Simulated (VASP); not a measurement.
Given:

```
CELL_PARAMETERS angstrom
      3.78341     0.00000     0.00000
      0.00000     3.78341     0.00000
      0.00000     0.00000     3.78341
ATOMIC_POSITIONS crystal
  La 0.00000 0.00000 0.00000
  Al 0.50000 0.50000 0.50000
  O  0.50000 0.00000 0.50000
  O  0.00000 0.50000 0.50000
  O  0.50000 0.50000 0.00000
```

Method: r2SCAN meta-GGA, VASP's PBE PAW potentials (set 64) (plane waves; VASP 6.6.1). Numerical set-up: 520 eV cut-off, 7×7×7 Γ-centred mesh, tetrahedra with Blöchl corrections, potentials La Al O.

The cores are frozen, which limits the accuracy of field gradients.

Q: Give the principal components of the electric field gradient (V/Å²) and the asymmetry η at each nucleus.

A: 
```csv
atom,Vxx,Vyy,Vzz,η
La1,0.0,0.0,0.0,-
Al2,0.0,0.0,0.0,-
O3,-7.6,-7.6,15.3,0.00
O4,-7.6,-7.6,15.3,0.00
O5,-7.6,-7.6,15.3,0.00
```

The compound is LaAlO3 in the cubic perovskite structure, the ideal cubic form; the compound distorts at low or room temperature. It was relaxed first.
